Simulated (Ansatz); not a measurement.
Input of an Ansatz 0.2.0 run:

The input input.yaml:

```yaml
crystal:
  lattice:
    - [4.503694, 0.0, 0.0]
    - [0.0, 4.503694, 0.0]
    - [0.0, 0.0, 4.503694]
  atoms:
    - { symbol: Ni, position: [0.149504, 0.149504, 0.149504], spin: 1.0 }
    - { symbol: Ni, position: [0.649504, 0.350496, 0.850496], spin: 1.0 }
    - { symbol: Ni, position: [0.850496, 0.649504, 0.350496], spin: 1.0 }
    - { symbol: Ni, position: [0.350496, 0.850496, 0.649504], spin: 1.0 }
    - { symbol: Si, position: [0.84683, 0.84683, 0.84683] }
    - { symbol: Si, position: [0.34683, 0.65317, 0.15317] }
    - { symbol: Si, position: [0.15317, 0.34683, 0.65317] }
    - { symbol: Si, position: [0.65317, 0.15317, 0.34683] }
hamiltonian:
  xc: pbesol
  pseudopotentials: { kind: paw }
magnetization:
  spin_polarized: true
  initial_magnetization: 4.0
  spin_locking: { lock_magnetization: hard }
kpoints:
  mp_grid: { grid: [5, 5, 5] }
scf:
  occupations: { method: fermi_dirac, width: 0.05 }
  lower_state_search: "off"
output:
  forces: true
  stress: true
  eigenvalues: true
```

Potentials or basis: Ansatz PAW.

Command:

```sh
$ ansatz run input.yaml --threads 4 --pin off --max-ram 11264MiB --backend cpu --events-out ev --progress --plain --runs-dir out
```

Task: Predict the largest force.

Result: 0.152 eV/Å.

Task: What does it give for the pressure?

Result: 2.2 GPa.

Forces on the atoms (eV/Å):
```
Ni  -0.088 -0.088 -0.088
Ni  -0.088  0.088  0.088
Ni   0.088 -0.088  0.088
Ni   0.088  0.088 -0.088
Si  -0.058 -0.058 -0.058
Si  -0.058  0.058  0.058
Si   0.058 -0.058  0.058
Si   0.058  0.058 -0.058
```

Caveat: the total moment is fixed, so each spin has its own Fermi level; the PAW data sets come from PBE, with cores solved anew for the run's functional, which leaves a small shift of forces and pressure; the thresholds are loose for stress.
